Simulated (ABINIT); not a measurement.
# BaS (Fm-3m) in ABINIT: further runs

Aim: see how the results for BaS move with the level of theory and the settings. Levels: revPBE, r2SCAN. Tasks: band structure.

All numbers are computed with ABINIT 10.8.3 (patched build); they aren't measurements. Logs are shortened: lines on timing, memory, paths and dates and some standing lists are left out, and cuts for length are marked. The log counts tension as positive stress, the text compression.

### 1 The crystal as given

It takes space group Fm-3m (No. 225, cubic). Conventional cell: a = 6.388 Å, b = 6.388 Å, c = 6.388 Å, α = 90.00°, β = 90.00°, γ = 90.00°. Ba (site symmetry m-3m) is surrounded by 6 S at 3.19 Å. S (site symmetry m-3m) has 6 Ba at 3.19 Å as nearest neighbours.

### 2 Band structure, revPBE, spin-orbit coupling, no magnetisation

run.abi reads:

```
# Datasets: ground state, then fixed potential
ndtset 2

# Pseudopotentials
pp_dirpath "./"
pseudos "Ba.GGA_PBE-JTH.xml, S.GGA_PBE-JTH.xml"

# Structure
acell 8.5352212298 8.5352212298 8.5352212298
rprim
     0.0000000000     0.7071067812     0.7071067812
     0.7071067812     0.0000000000     0.7071067812
     0.7071067812     0.7071067812     0.0000000000
ntypat 2
znucl 56 16
natom 2
typat 1 2
xcart
     0.0000000000     0.0000000000     0.0000000000
     6.0353128105     6.0353128105     6.0353128105

# Plane-wave basis
ecut 20.0
pawecutdg 40.0

# Exchange and correlation
ixc 14

# Bands and occupations
occopt 3
tsmear 0.00183747

# Spin
nspinor 2
nspden 1
pawspnorb 1

# SCF cycle
nstep 100

# Output
iomode 3
prtwf 0
prteig 0
prtebands 0
prtden1 1
prtvha1 1
prtvclmb1 1
prtpot1 1

# Dataset 1
kptopt1 4
ngkpt1 7 7 7
nshiftk1 1
shiftk1 0.0 0.0 0.0
nband1 24
tolvrs1 1.0e-9

# Dataset 2: bands along G-X-W-K-G-L-U-W-L-K
iscf2 -2
getden2 1
nband2 32
nbdbuf2 2
tolwfr2 1.0e-12
kptopt2 -9
ndivsm2 8
prteig2 1
prtvol2 -3
kptbounds2
     0.0000000000     0.0000000000     0.0000000000
     0.5000000000     0.0000000000     0.5000000000
     0.5000000000     0.2500000000     0.7500000000
     0.3750000000     0.3750000000     0.7500000000
     0.0000000000     0.0000000000     0.0000000000
     0.5000000000     0.5000000000     0.5000000000
     0.6250000000     0.2500000000     0.6250000000
     0.5000000000     0.2500000000     0.7500000000
     0.5000000000     0.5000000000     0.5000000000
     0.3750000000     0.3750000000     0.7500000000
```

Potentials or basis: JTH PAW PBE v2.0.

On the command line:

```console
$ abinit run.abi > log 2>&1
```

run.abo:

```text
.Version 10.8.3 of ABINIT
 DATASET    1 : space group F4 3 2 (#209); Bravais cF (face-center cubic)
================================================================================
 Values of the parameters that define the memory need for DATASET  1.
     intxc =       0    ionmov =       0      iscf =      17    lmnmax =      18
     lnmax =       6     mgfft =      36  mpssoang =       3    mqgrid =    3001
     natom =       2  nloc_mem =       2    nspden =       1   nspinor =       2
    nsppol =       1      nsym =      24    n1xccc =       1    ntypat =       2
    occopt =       3   xclevel =       2
       mpw =        1899          nfft =       46656          nkpt =          21
 PAW method is used; the additional fine FFT grid is defined by:
   mgfftf=        50    nfftf =    125000
================================================================================
================================================================================

 DATASET    2 : space group F4 3 2 (#209); Bravais cF (face-center cubic)
================================================================================
 Values of the parameters that define the memory need for DATASET  2.
     intxc =       0    ionmov =       0      iscf =      -2    lmnmax =      18
     lnmax =       6     mgfft =      36  mpssoang =       3    mqgrid =    3001
     natom =       2  nloc_mem =       2    nspden =       1   nspinor =       2
    nsppol =       1      nsym =      24    n1xccc =       1    ntypat =       2
    occopt =       3   xclevel =       2
       mpw =        1901          nfft =       46656          nkpt =         139
 PAW method is used; the additional fine FFT grid is defined by:
   mgfftf=        50    nfftf =    125000
================================================================================
================================================================================

--------------------------------------------------------------------------------
------------- Echo of variables that govern the present computation ------------
--------------------------------------------------------------------------------
 -outvars: echo values of preprocessed input variables --------
            acell      8.5352212298E+00  8.5352212298E+00  8.5352212298E+00 Bohr
              amu      1.37327000E+02  3.20660000E+01
             ecut      2.00000000E+01 Hartree
           getden1          0
           getden2          1
             iscf1         17
             iscf2         -2
              ixc          14
           jdtset        1    2
           kptopt1          4
           kptopt2         -9
         kptrlatt        7    0    0      0    7    0      0    0    7
          kptrlen1     5.97465486E+01
          kptrlen2     3.00000000E+01
            natom           2
            nband1         24
            nband2         32
           nbdbuf1          0
           nbdbuf2          2
           ndtset           2
           ndivsm1          0
           ndivsm2          8
            ngfft          36      36      36
          ngfftdg          50      50      50
             nkpt1         21
             nkpt2        139
          nspinor           2
            nstep         100
             nsym          24
           ntypat           2
           occopt           3
        pawcpxocc           2
        pawecutdg      4.00000000E+01 Hartree
        pawspnorb           1
         pawxcdev           0
        prtebands           0
           prteig1          0
           prteig2          1
           prtpot1          1
           prtpot2          0
         prtvclmb1          1
         prtvclmb2          0
           prtvha1          1
           prtvha2          0
           prtvol1          0
           prtvol2         -3
            prtwf           0
            rprim      0.0000000000E+00  7.0710678120E-01  7.0710678120E-01
                       7.0710678120E-01  0.0000000000E+00  7.0710678120E-01
                       7.0710678120E-01  7.0710678120E-01  0.0000000000E+00
[... 234 lines left out ...]
meta: {optdriver: 0, ionmov: 0, optcell: 0, iscf: -2, paral_kgb: 0, }
...

 mkfilename : getden/=0, take file _DEN from output of DATASET   1.

 Exchange-correlation functional for the present dataset will be:
  GGA: revPBE functional - ixc=14
  Zhang and Yang, PRL 80, 890 (1998)

 Real(R)+Recip(G) space primitive vectors, cartesian coordinates (Bohr,Bohr^-1):
 R(1)=  0.0000000  6.0353128  6.0353128  G(1)= -0.0828457  0.0828457  0.0828457
 R(2)=  6.0353128  0.0000000  6.0353128  G(2)=  0.0828457 -0.0828457  0.0828457
 R(3)=  6.0353128  6.0353128  0.0000000  G(3)=  0.0828457  0.0828457 -0.0828457
 Unit cell volume ucvol=  4.3967255E+02 bohr^3
 Angles (23,13,12)=  6.00000000E+01  6.00000000E+01  6.00000000E+01 degrees

 Coarse grid specifications (used for wave-functions):

 getcut: wavevector=  0.0000  0.0000  0.0000  ngfft=  36  36  36
         ecut(hartree)=     20.000   => boxcut(ratio)=   2.09511

 Fine grid specifications (used for densities):

 getcut: wavevector=  0.0000  0.0000  0.0000  ngfft=  50  50  50
         ecut(hartree)=     40.000   => boxcut(ratio)=   2.05842
--------------------------------------------------------------------------------

================================================================================
 Non-SCF case, kpt    1 (  0.00000  0.00000  0.00000), residuals and eigenvalues=
  1.84E-13  2.39E-13  2.14E-13  7.67E-13  2.55E-13  4.39E-13  2.79E-13  7.02E-13
  2.38E-13  6.59E-13  2.89E-13  8.33E-13  2.58E-13  3.07E-13  2.90E-13  1.50E-13
  2.78E-13  5.59E-13  2.24E-13  6.30E-13  2.76E-13  4.99E-13  2.57E-13  5.50E-13
  3.40E-13  2.09E-13  2.79E-13  6.99E-13  4.76E-13  6.52E-13  6.16E-07  3.19E-05
 -8.8433E-01 -8.8433E-01 -3.8489E-01 -3.8489E-01 -3.1232E-01 -3.1232E-01
 -3.1232E-01 -3.1232E-01 -3.0522E-01 -3.0522E-01  7.1250E-02  7.1250E-02
  7.6422E-02  7.6422E-02  7.6422E-02  7.6422E-02  2.1323E-01  2.1323E-01
  2.1911E-01  2.1911E-01  2.1911E-01  2.1911E-01  2.2160E-01  2.2160E-01
  2.5241E-01  2.5241E-01  2.5241E-01  2.5241E-01  4.0135E-01  4.0135E-01
  6.1185E-01  6.1356E-01
[... 1504 lines left out ...]
  2.9248E-01  2.9248E-01  3.1735E-01  3.1735E-01  3.2287E-01  3.2287E-01
  3.4807E-01  3.4807E-01  3.7405E-01  3.7405E-01  4.3750E-01  4.3750E-01
  4.8370E-01  4.8372E-01
 Non-SCF case, kpt  139 (  0.37500  0.37500  0.75000), residuals and eigenvalues=
  5.74E-13  7.54E-13  2.16E-13  8.93E-13  1.95E-13  3.09E-13  2.49E-13  7.90E-13
  4.70E-13  9.47E-13  3.39E-13  6.34E-13  4.90E-13  7.00E-13  5.07E-13  8.43E-13
  4.02E-13  4.76E-13  2.95E-13  6.23E-13  3.19E-13  6.31E-13  2.25E-13  3.63E-13
  4.66E-13  5.27E-13  3.89E-13  5.25E-13  8.80E-13  5.22E-13  3.09E-08  1.10E-06
 -8.8227E-01 -8.8227E-01 -3.9452E-01 -3.9452E-01 -3.3749E-01 -3.3749E-01
 -3.2251E-01 -3.2251E-01 -2.8102E-01 -2.8102E-01  4.0440E-02  4.0440E-02
  5.2639E-02  5.2639E-02  5.6155E-02  5.6155E-02  1.9954E-01  1.9954E-01
  2.9696E-01  2.9696E-01  3.1797E-01  3.1797E-01  3.2576E-01  3.2576E-01
  3.4207E-01  3.4207E-01  3.6952E-01  3.6952E-01  4.3646E-01  4.3646E-01
  4.8886E-01  4.8886E-01

--- !ResultsGS
iteration_state: {dtset: 2, }
comment   : Summary of ground state results
lattice_vectors:
- [  0.0000000,   6.0353128,   6.0353128, ]
- [  6.0353128,   0.0000000,   6.0353128, ]
- [  6.0353128,   6.0353128,   0.0000000, ]
lattice_lengths: [   8.53522,    8.53522,    8.53522, ]
lattice_angles: [ 60.000,  60.000,  60.000, ] # degrees, (23, 13, 12)
lattice_volume:   4.3967255E+02
convergence: {deltae:  0.000E+00, res2:  0.000E+00, residm:  9.999E-13, diffor:  0.000E+00, }
etotal    :  -3.62377807E+01
entropy   :   0.00000000E+00
fermie    :   1.17326858E-01
cartesian_stress_tensor: null
pressure_GPa: null
xred      :
- [  0.0000E+00,   0.0000E+00,   0.0000E+00, Ba]
- [  5.0000E-01,   5.0000E-01,   5.0000E-01,  S]
cartesian_forces: null
force_length_stats: {min: null, max: null, mean: null, }
...

 Integrated electronic density in atomic spheres:
 ------------------------------------------------
 Atom  Sphere_radius  Integrated_density
    1        2.31519          6.51178980
    2        1.90380          3.58722096

================================================================================

 ----iterations are completed or convergence reached----

 Mean square residual over all n,k,spin=   49.404E-14; max=  99.990E-14
 reduced coordinates (array xred) for    2 atoms
       0.000000000000      0.000000000000      0.000000000000
       0.500000000000      0.500000000000      0.500000000000

 cartesian coordinates (angstrom) at end:
    1      0.00000000000000     0.00000000000000     0.00000000000000
    2      3.19374999789165     3.19374999789165     3.19374999789165
 length scales=  8.535221229800  8.535221229800  8.535221229800 bohr
              =  4.516644561761  4.516644561761  4.516644561761 angstroms
 Eigenvalues (hartree) for nkpt= 139  k points:
 kpt#   1, nband= 32, wtk=  1.00000, kpt=  0.0000  0.0000  0.0000 (reduced coord)
  -0.88433   -0.88433   -0.38489   -0.38489   -0.31232   -0.31232   -0.31232   -0.31232
  -0.30522   -0.30522    0.07125    0.07125    0.07642    0.07642    0.07642    0.07642
   0.21323    0.21323    0.21911    0.21911    0.21911    0.21911    0.22160    0.22160
   0.25241    0.25241    0.25241    0.25241    0.40135    0.40135    0.61185    0.61356
 kpt#   2, nband= 32, wtk=  1.00000, kpt=  0.0217  0.0000  0.0217 (reduced coord)
  -0.88432   -0.88432   -0.38496   -0.38496   -0.31376   -0.31376   -0.31236   -0.31236
  -0.30366   -0.30366    0.07078    0.07078    0.07563    0.07563    0.07632    0.07632
   0.21411    0.21411    0.21890    0.21890    0.21973    0.21973    0.22195    0.22195
   0.25256    0.25256    0.25367    0.25367    0.40231    0.40231    0.61003    0.61412
 kpt#   3, nband= 32, wtk=  1.00000, kpt=  0.0435  0.0000  0.0435 (reduced coord)
  -0.88429   -0.88429   -0.38519   -0.38519   -0.31650   -0.31650   -0.31247   -0.31247
  -0.30058   -0.30058    0.06887    0.06887    0.07398    0.07398    0.07603    0.07603
   0.21646    0.21646    0.21776    0.21776    0.22160    0.22160    0.22352    0.22352
   0.25302    0.25302    0.25752    0.25752    0.40514    0.40514    0.60370    0.60563
 kpt#   4, nband= 32, wtk=  1.00000, kpt=  0.0652  0.0000  0.0652 (reduced coord)
  -0.88424   -0.88424   -0.38556   -0.38556   -0.31939   -0.31939   -0.31265   -0.31265
[... 664 lines left out ...]
  -0.88231   -0.88231   -0.39495   -0.39495   -0.33939   -0.33939   -0.32150   -0.32150
  -0.27714   -0.27714    0.03478    0.03478    0.04923    0.04923    0.05468    0.05468
   0.21121    0.21121    0.28828    0.28828    0.31678    0.31678    0.32126    0.32126
   0.35401    0.35401    0.37876    0.37876    0.43447    0.43447    0.48107    0.48143
 kpt# 138, nband= 32, wtk=  1.00000, kpt=  0.3839  0.3839  0.7321 (reduced coord)
  -0.88229   -0.88229   -0.39472   -0.39472   -0.33841   -0.33841   -0.32210   -0.32210
  -0.27918   -0.27918    0.03770    0.03770    0.05098    0.05098    0.05566    0.05566
   0.20516    0.20516    0.29248    0.29248    0.31735    0.31735    0.32287    0.32287
   0.34807    0.34807    0.37405    0.37405    0.43750    0.43750    0.48370    0.48372
 kpt# 139, nband= 32, wtk=  1.00000, kpt=  0.3750  0.3750  0.7500 (reduced coord)
  -0.88227   -0.88227   -0.39452   -0.39452   -0.33749   -0.33749   -0.32251   -0.32251
  -0.28102   -0.28102    0.04044    0.04044    0.05264    0.05264    0.05615    0.05615
   0.19954    0.19954    0.29696    0.29696    0.31797    0.31797    0.32576    0.32576
   0.34207    0.34207    0.36952    0.36952    0.43646    0.43646    0.48886    0.48886

== END DATASET(S) ==============================================================
================================================================================

 -outvars: echo values of variables after computation  --------
            acell      8.5352212298E+00  8.5352212298E+00  8.5352212298E+00 Bohr
           etotal1    -3.6237780659E+01
            fcart1    -0.0000000000E+00 -0.0000000000E+00 -0.0000000000E+00
                      -0.0000000000E+00 -0.0000000000E+00 -0.0000000000E+00
            rprim      0.0000000000E+00  7.0710678120E-01  7.0710678120E-01
                       7.0710678120E-01  0.0000000000E+00  7.0710678120E-01
                       7.0710678120E-01  7.0710678120E-01  0.0000000000E+00
           strten1    -8.2644701409E-05 -8.2644701409E-05 -8.2644701409E-05
                       0.0000000000E+00  0.0000000000E+00  0.0000000000E+00
           xangst      0.0000000000E+00  0.0000000000E+00  0.0000000000E+00
                       3.1937499979E+00  3.1937499979E+00  3.1937499979E+00
             xred      0.0000000000E+00  0.0000000000E+00  0.0000000000E+00
                       5.0000000000E-01  5.0000000000E-01  5.0000000000E-01
 Calculation completed.
```

It took 7.9 min on 1 thread of Arm Neoverse V1, shared host; peak memory 0.36 GiB.

What came out:

- Free energy: -986.0802 eV
- Pressure: 2.4 GPa
- Band gap on the k mesh: 2.24 eV, indirect (least direct gap 2.35 eV)
- Band gap along the path: 2.18 eV, indirect (least direct gap 2.28 eV)
- Valence electrons inside the program's atomic spheres: Ba 6.51; S 3.59

Levels at the corners of the path, in eV from the valence-band top:
```
point  band 14  band 15  band 16  band 17  band 18  band 19
    Γ     0.00     0.00     0.00     3.72     3.72     3.88
    X    -0.24    -0.10    -0.10     2.18     2.18     5.90
    W    -0.59    -0.45    -0.45     4.32     4.32     4.35
    K    -0.65    -0.55    -0.55     3.35     3.35     6.00
    Γ     0.00     0.00     0.00     3.72     3.72     3.88
    L    -1.13    -1.10    -1.10     5.59     5.59     5.75
    U    -0.65    -0.55    -0.55     3.35     3.35     6.00
    W    -0.59    -0.45    -0.45     4.32     4.32     4.35
    L    -1.13    -1.10    -1.10     5.59     5.59     5.75
    K    -0.65    -0.55    -0.55     3.35     3.35     6.00
```

Caveat: this set's barium file shifts pressures by 1.5 GPa and gaps by 0.1 eV against other sets; the PAW data sets were made with another functional, which shifts forces and pressure a little. Expect the measured gap to be larger: semilocal functionals such as revPBE lack the derivative discontinuity.

### 3 Band structure, r2SCAN

run.abi reads:

```
ndtset 2

pp_dirpath "./"
pseudos "Ba.GGA_PBE-JTH.xml, S.GGA_PBE-JTH.xml"

acell 3*1.0
rprim
     0.0000000000     6.0353128105     6.0353128105
     6.0353128105     0.0000000000     6.0353128105
     6.0353128105     6.0353128105     0.0000000000
ntypat 2
znucl 56 16
natom 2
typat 1 2
xred
     0.0000000000     0.0000000000     0.0000000000
     0.5000000000     0.5000000000     0.5000000000

ecut 24.0
pawecutdg 46.0

ixc -497498
usekden 1
pawxcdev 0

occopt 3
tsmear 0.00183747

nstep 100

iomode 3
prtwf 0
prteig 0
prtebands 0
prtden1 1
prtkden1 1

kptopt1 1
ngkpt1 7 7 7
nshiftk1 1
shiftk1 0.0 0.0 0.0
nband1 12
tolvrs1 1.0e-7

iscf2 -2
getden2 1
getkden2 1
nband2 16
nbdbuf2 2
tolwfr2 1.0e-12
kptopt2 -9
ndivsm2 5
prteig2 1
kptbounds2
     0.0000000000     0.0000000000     0.0000000000
     0.5000000000     0.0000000000     0.5000000000
     0.5000000000     0.2500000000     0.7500000000
     0.3750000000     0.3750000000     0.7500000000
     0.0000000000     0.0000000000     0.0000000000
     0.5000000000     0.5000000000     0.5000000000
     0.6250000000     0.2500000000     0.6250000000
     0.5000000000     0.2500000000     0.7500000000
     0.5000000000     0.5000000000     0.5000000000
     0.3750000000     0.3750000000     0.7500000000
```

Potentials or basis: JTH PAW PBE v2.0.

On the command line:

```console
$ abinit run.abi > log 2>&1
```

Wall time 4.8 min (1 thread of Arm Neoverse V1, shared host); peak memory 0.19 GiB.

It converged, with:

```
Free energy                                           : -234.4635 eV
Pressure                                              : 1.3 GPa
Band gap on the k mesh                                : 2.53 eV, indirect (least direct gap 2.67 eV)
Band gap along the path                               : 2.47 eV, indirect (least direct gap 2.60 eV)
Valence electrons inside the program's atomic spheres : Ba 6.49; S 3.59
```

Levels at the corners of the path, in eV from the valence-band top:
```tsv
point	band 4	band 5	band 6	band 7	band 8	band 9	band 10	band 11	band 12	band 13
Γ	-11.44	-10.78	0.00	0.00	0.00	4.23	4.31	4.31	4.31	5.35
X	-11.64	-10.70	-0.52	-0.13	-0.13	2.47	6.52	6.72	8.05	8.05
W	-11.79	-10.10	-1.10	-0.48	-0.48	4.71	4.71	6.93	7.58	8.07
K	-11.58	-10.14	-0.92	-0.60	-0.53	3.69	6.45	7.25	7.29	7.89
Γ	-11.44	-10.78	0.00	0.00	0.00	4.23	4.31	4.31	4.31	5.35
L	-11.48	-9.45	-1.90	-1.08	-1.08	6.04	6.13	6.86	6.86	9.50
U	-11.58	-10.14	-0.92	-0.60	-0.53	3.69	6.45	7.25	7.29	7.89
W	-11.79	-10.10	-1.10	-0.48	-0.48	4.71	4.71	6.93	7.58	8.07
L	-11.48	-9.45	-1.90	-1.08	-1.08	6.04	6.13	6.86	6.86	9.50
K	-11.58	-10.14	-0.92	-0.60	-0.53	3.69	6.45	7.25	7.29	7.89
```

Caveat: this set's barium file shifts pressures by 1.5 GPa and gaps by 0.1 eV against other sets; totals of a meta-GGA on PAW files have another zero than those of a GGA; the PAW data sets were made with another functional, which shifts forces and pressure a little; spin-orbit coupling is left out, which moves the levels of the heavy elements. r2SCAN opens gaps a little over a GGA but as a rule still falls short of measured ones.
